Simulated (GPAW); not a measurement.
Runs of GPAW 26.7.0 on Ca. Symmetry: Fm-3m, No. 225, cubic system. Conventional cell: a = 5.588 Å, b = 5.588 Å, c = 5.588 Å, α = 90.00°, β = 90.00°, γ = 90.00°. Ca (site symmetry m-3m) has 12 Ca at 3.95 Å as nearest neighbours. 

```tsv
level	potentials or basis	older calculator (legacy_gpaw)	gap on the mesh (eV)	pressure (GPa)
LDA	the program's PAW data sets (release 1.2.1) made for this functional, pw	-	none	-2.1
revPBE	the program's PAW data sets (release 1.2.1) made for this functional, pw	-	none	(b)
r2SCAN	GPAW PAW data sets (gpaw-data 1.2.1), pw	-	none	-0.1
RPBE	the program's PAW data sets (release 1.2.1) made for this functional, pw	-	none	0.4
SCAN	GPAW PAW data sets (gpaw-data 1.2.1), pw	-	none	(a)
AM05	PAW data sets generated in the run's folder for this functional, pw	-	none	-0.8
optB88-vdW	GPAW PAW data sets (gpaw-data 1.2.1), pw	yes	none	-
PBE	GPAW PAW data sets (gpaw-data 1.2.1), pw	-	none	-0.5
```

Alike in all rows: task single point; no spin polarisation; cell as given; k mesh 8 × 8 × 8; cutoff (eV) 600; smearing fermi-dirac 0.05 eV.

Q: Fill in the values left out.

A: (a) -0.4; (b) 0.2.

Caveats: the PAW data sets were made with another functional, which shifts forces and pressure a little (some runs).

A gap of «none» marks a metal or a gap under the smearing width.
